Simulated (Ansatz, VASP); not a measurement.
# Fe in VASP and in Ansatz

```
Fe
1.0
     0.00000    1.75285    1.75285
     1.75285    0.00000    1.75285
     1.75285    1.75285    0.00000
Fe
1
Direct
  0.00000 0.00000 0.00000
```

Change from the starting cell: volume scaled by 1.02.

Alike in both runs: task single point; functional PBE; k mesh 18 × 18 × 18; occupations fermi-dirac, width 0.05 eV; collinear spin.

|  | VASP | Ansatz |
| --- | --- | --- |
| version | VASP 6.6.1 | Ansatz 0.2.0 |
| potentials or method | VASP PAW PBE potentials, release 64 (Fe), cutoff 520 eV | all-electron LAPW, scalar-relativistic |

Ansatz gave:

- pressure (GPa): -4.1
- net moment per atom (μB): 1.09
- size of the moment on the site where the two differ most (μB): 1.11

**Question.** What did VASP give for the same quantities?

**Answer.** Pressure (GPa): -4.3; net moment per atom (μB): 1.11; size of the moment on the site where the two differ most (μB): 1.10.

Site moments also hang on the region over which each program counts them. Ansatz ran all-electron here, so the differences hold the error of VASP's frozen core and of both bases.
